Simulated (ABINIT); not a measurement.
# CdSe: single point with LDA

Crystal: CdSe.

```xyz
2
Lattice="0.0000 3.0703 3.0703 3.0703 0.0000 3.0703 3.0703 3.0703 0.0000" Properties=species:S:1:pos:R:3 pbc="T T T"
Cd    0.0000    0.0000    0.0000
Se    1.5351    1.5351    1.5351
```

Measurements of this composition are mostly on another form, of space group No. 186.

```yaml
Program: ABINIT 10.8.3 (patched build)
Task: single point
Functional: LDA
Potentials_or_basis: JTH PAW LDA v2.0
Cutoff: 463 eV
k_mesh: 3 × 3 × 3
Occupations: fermi-dirac, width 0.05 eV
Spin: no spin polarisation
Fine-grid_cutoff: 925.187 eV
```

The valence electrons inside the program's atomic spheres are Cd 10.45; Se 3.95.

Levels at points of the mesh, in eV from the Fermi level:
```
           k point  band 7  band 8  band 9  band 10  band 11  band 12
(0.00, 0.00, 0.00)   -0.13   -0.13   -0.13     0.07     5.59     5.59
```

It took 3.8 s on 1 thread of Arm Neoverse V2 (shared host), peak memory 0.11 GiB.

Caveat: the k mesh is coarse (spacing up to 0.59 Å⁻¹), so the values aren't converged.
